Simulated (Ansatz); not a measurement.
Al:

```xyz
4
Lattice="2.8271 0.0000 0.0000 -1.4135 2.4483 0.0000 0.0000 0.0000 9.1860" Properties=species:S:1:pos:R:3 pbc="T T T"
Al    1.4135    0.8161    6.8895
Al    0.0000    0.0000    4.5930
Al    0.0000    1.6322    2.2965
Al    0.0000    0.0000    0.0000
```

This isn't the form of Al at room conditions, which is fcc.

| Property | Result |
| --- | --- |
| Program | Ansatz 0.2.0 |
| Task | relaxation of cell and atoms |
| Functional | PBEsol |
| Potentials or basis | Ansatz PAW |
| Cutoff | 420 eV (not typed: the program's choice for these potentials) |
| k mesh | 11 × 11 × 3 |
| Occupations | fermi-dirac, width 0.05 eV |
| Spin | no spin polarisation |

At the start: volume 15.90 Å³/atom.

Task: Where does the relaxation end?

Result: It ends after 7 steps and the volume is 16.26 Å³/atom (+2.3 %); space group P6_3/mmc (No. 194, to 0.05 Å).

The path:
```
step  energy change (eV)  largest force (eV/Å)  volume (Å³)
   1              0.0000                0.0000        63.58
   2             -0.0131                0.0000        65.27
   3             -0.0136                0.0000        65.09
   4             -0.0137                0.0000        65.02
   5             -0.0144                0.0000        65.02
   6             -0.0144                0.0000        65.04
   7             -0.0144                0.0000        65.04
```

Final structure:
```yaml
crystal:
  lattice:
    - [2.83199, 0.00000, 0.00000]
    - [-1.41600, 2.45258, 0.00000]
    - [0.00000, 0.00000, 9.36432]
  atoms:
    - { symbol: Al, position: [0.66667, 0.33333, 0.75000] }
    - { symbol: Al, position: [0.00000, 0.00000, 0.50000] }
    - { symbol: Al, position: [0.33333, 0.66667, 0.25000] }
    - { symbol: Al, position: [0.00000, 0.00000, 0.00000] }
```

Caveat: the plane-wave basis is chosen anew once the cell has moved, so the energies of steps on either side of that aren't comparable; the PAW data sets come from PBE, with cores solved anew for the run's functional, which leaves a small shift of forces and pressure.
